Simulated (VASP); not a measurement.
## GaP: relaxation of the atoms with PBE

GaP:

```
CELL_PARAMETERS angstrom
0.00000 2.76958 2.76958
2.76958 0.00000 2.76958
2.76958 2.76958 0.00000
ATOMIC_POSITIONS crystal
Ga 0.00000 0.00000 0.00000
P 0.25000 0.25000 0.25000
```

```yaml
Program: VASP 6.6.1
Task: relaxation of the atoms
Functional: PBE
Potentials_or_basis: VASP PAW PBE potentials, release 64 (Ga, P)
Cutoff: 300 eV
k_mesh: 4 × 4 × 4
Occupations: gaussian, width 0.03 eV
Spin: no spin polarisation
Further_INCAR_settings: ALGO = Normal; EDIFF = 1e-07; IBRION = 2; EDIFFG = -0.01; NSW = 40
```

```
Pressure after relaxing : 0.0 GPa
Band gap on the k mesh  : 1.48 eV, direct
```

Final structure:
```cif
data_structure
_symmetry_space_group_name_H-M 'P 1'
_symmetry_Int_Tables_number 1
_cell_length_a 3.9168
_cell_length_b 3.9168
_cell_length_c 3.9168
_cell_angle_alpha 60.000
_cell_angle_beta 60.000
_cell_angle_gamma 60.000
_cell_volume 42.49
loop_
_atom_site_label
_atom_site_type_symbol
_atom_site_fract_x
_atom_site_fract_y
_atom_site_fract_z
_atom_site_occupancy
Ga1 Ga 0.00000 0.00000 0.00000 1
P1 P 0.25000 0.25000 0.25000 1
```

Levels at points of the mesh, in eV from the valence-band top:
| k point | band 1 | band 2 | band 3 | band 4 | band 5 | band 6 | band 7 | band 8 |
| --- | --- | --- | --- | --- | --- | --- | --- | --- |
| (0.00, 0.00, 0.00) | -12.12 | 0.00 | 0.00 | 0.00 | 1.48 | 3.91 | 3.91 | 3.91 |
| (0.50, 0.00, 0.00) | -10.31 | -6.35 | -1.05 | -1.05 | 1.55 | 4.74 | 4.74 | 8.18 |
| (0.50, 0.50, 0.00) | -9.49 | -6.52 | -2.51 | -2.51 | 1.74 | 1.87 | 10.27 | 10.27 |

Run time: 2 s on 1 thread of Intel(R) Xeon(R) 6975P-C (Granite Rapids) (shared host), peak memory 0.12 GiB.

Caveat: the k mesh is coarse (spacing up to 0.49 Å⁻¹), so the values aren't converged; the cutoff is under 1.25 times the usual one of these potentials, so pressure, stress and relaxed cells hold a basis-set (Pulay) error; the relaxation stopped at its first step, so nothing moved. As with any semilocal functional, this PBE gap is likely too small.
